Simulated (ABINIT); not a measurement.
Planning a run of ABINIT 10.8.3 on CaSe (Fm-3m). The input:

```
acell 3*1.0 Angstrom
rprim 
  -0.000000000000 2.956000000000 2.956000000000
  2.956000000000 -0.000000000000 2.956000000000
  2.956000000000 2.956000000000 -0.000000000000
ntypat 2
znucl 20 34
natom 2
typat 1 2
xred 
  0.000000000000 0.000000000000 0.000000000000
  0.500000000000 0.500000000000 0.500000000000
pp_dirpath "pseudos"
pseudos "Ca.upf, Se.upf"
ecut 39
ngkpt 4 4 4
nshiftk 1
shiftk 0 0 0
kptopt 1
chksymbreak 0
istwfk *1
occopt 1
irdwfk 1
optdriver 3
nband 21
ecuteps 5.6
inclvkb 2
awtr 1
symchi 1
gwcomp 1
gwencomp 2
indata_prefix "in"
outdata_prefix "out"
tmpdata_prefix "tmp"
```

The database entry behind the starting cell differs from later determinations by our own check (0.1 to 0.3 % short, probably kX units), so it need not match the best structure at ambient conditions.

```sh
OMP_NUM_THREADS=1 mpirun -n 4 abinit run.abi > log
```

Estimate wall time and host memory on 4 MPI ranks of Arm Neoverse N1, shared host.

It took 34 s; on shared hardware allow 17 s to 67 s. Peak host memory was 0.78 GiB.

[Paths, hosts, dates, memory and timing lines, banners, echoed tables and standing remarks are left out of the program output.]

[Logs are printed without paths, hosts, clocks, repeated set-up lines and the standing remarks that a program may print on its own settings, such as how far it seeks lower states.]

[Runs of the session that timed out or met a known fault of the program may be left out.]

[Hosts, paths, dates, database ids (printed as entryN), source tags and the programs' standing remarks are cut or masked in the printed files.]

[G0W0 gaps are taken among the corrected bands and points alone; a level outside them can change the order at an edge.]

[Where Ansatz stands beside ABINIT at settings called matched, ABINIT's density can come from a denser mesh and the files from another edition; pairs whose starting gaps differed by over 0.03 eV were left out, so agreement reads better than it is.]
